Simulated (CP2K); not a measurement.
La:

```
CELL_PARAMETERS angstrom
3.67858 0.00000 0.00000
-1.22619 3.46820 0.00000
-1.22619 -1.73410 3.00355
ATOMIC_POSITIONS crystal
La 0.00000 0.00000 0.00000
```

This isn't the form of La at room conditions, which is double hcp.

Base run:

- Program: CP2K 2026.2
- Functional: RPBE
- Potentials or basis: GTH_POTENTIALS La GTH-PBE-q11; TZVP-MOLOPT-SR-GTH basis
- Density cutoff: 6123 eV
- k mesh: 9 × 9 × 9
- Occupations: gaussian, width 0.1 eV
- Spin: no spin polarisation

Its results: band gap on the k mesh none (metal or under the smearing width); pressure 1.5 GPa.

Q: The run is repeated on the same cell with these changes: functional from RPBE to PBEsol; occupations from gaussian, width 0.1 eV to gaussian, width 0.05 eV. What comes out?

A: Band gap on the k mesh none (metal or under the smearing width); pressure -1.7 GPa.

Caveats: the potentials were made for another functional, which shifts forces and pressure; the basis of atomic orbitals isn't converged, which shifts pressures, moduli and gaps.
